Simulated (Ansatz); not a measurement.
# Gap against strain: (8,0) GaN nanotube

How it was computed: Ansatz 0.2.0, plane waves with PAW datasets, PBE, Fermi-Dirac smearing of 0.05 eV, no spin-orbit coupling. The period is scaled from its relaxed value of 5.528 Å and the atoms relax, within the symmetry of the start, at each strain ε (in %); gaps, in eV, are read on a band path.

| period (Å) | energy (eV a cell) | place of the conduction minimum (Γ = 0, Z = 1) | ε | gap |
| --- | --- | --- | --- | --- |
| 5.307 | +0.692 | 0.00 | −4 | 1.986 |
| 5.417 | +0.175 | 0.00 | −2 | 2.001 |
| 5.528 | 0.000 | 0.00 | 0 | 1.918 |
| 5.638 | +0.181 | 0.00 | 2 | 1.805 |
| 5.749 | +0.721 | 0.00 | 4 | 1.659 |

One run is withheld: period (Å) = 5.860, with ε = 6. Fit a straight line gap = a + b × ε to the 5 rows shown and predict it.

**Fit.** The means are 0 for ε and 1.874 for gap. The sum of products of deviations is −1.702 and the sum of squares in ε is 40, so b = −1.702 / 40 = −0.04256 and a = 1.874 − (−0.04256) × 0 = 1.874. The residuals' standard deviation, with 3 degrees of freedom, is σ = 0.056.

**Prediction.** gap = 1.874 + (−0.04256) × 6 = 1.619. The run gave 1.488, so the prediction less the run is +0.13. The standard error of a prediction there, σ√(1 + 1/5 + (6 − 0)²/40), is 0.081, and the miss is 1.6 times that, for a point outside the fitted range. With so few rows σ is itself uncertain.

The gap does not move one way: it turns somewhere between ε = -4 and 0 %, and the true extreme can lie between the rows, beyond the values shown.

Caveats: Kohn-Sham gaps of a wire among periodic images, which in a check on one flat ribbon (7 Å apart) lowered the gap by 0.2 eV and flattened the slope; the slope b × 100 is a mean deformation potential of the gap, in eV per unit strain. Between neighbouring runs it lies between −8.5 and 0.7 eV, so a bend, a kink or scatter between runs makes one line a rough account. The unstrained row comes from a denser mesh than the others, which shifts its energy a little. Series of this kind are told only where this holds: a gap at every strain (compound wires with polar facets were set aside first). 88 of 101 did.
